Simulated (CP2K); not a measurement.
HfO2 in CP2K: the effect of functional

The system is HfO2.

```
Hf O
1.0
     3.61685    0.00000    0.00000
     1.80843    3.13229    0.00000
     1.80843    1.04410    2.95315
Hf O
1 2
Cartesian
  0.0000 0.0000 0.0000
  5.4253 3.1323 2.2149
  1.8084 1.0441 0.7383
```

Measurements of this composition are mostly on another form, of space group No. 14.

Alike in all runs:

```yaml
Program: CP2K 2026.2
Task: band structure
Potentials_or_basis: POTENTIAL_UZH Hf GTH-PBE-q12, O GTH-PBE-q6; TZVP-MOLOPT-PBE-GTH basis
Density_cutoff: 11565 eV
k_mesh: 9 × 9 × 9
Occupations: fermi-dirac, width 0.05 eV
Spin: no spin polarisation
```

```csv
functional,gap on the mesh (eV),pressure (GPa)
PBE,4.00,-7.9
LDA,3.79,-17.7
PBEsol,3.87,-13.9
AM05,?,?
BEEF-vdW,4.13,-6.7
PW91,3.99,-8.3
TASK,5.37,-0.2
```

Problem. What does the run with functional AM05 give?

Solution. gap on the mesh 3.92 eV; pressure -13.3 GPa.

Caveats: spin-orbit coupling is left out, which moves the levels of the heavy elements; the basis of atomic orbitals isn't converged, which shifts pressures, moduli and gaps; the mesh misses the band edges, which the band path finds closer together (some runs); the potentials were made for another functional, which shifts forces and pressure (some runs).
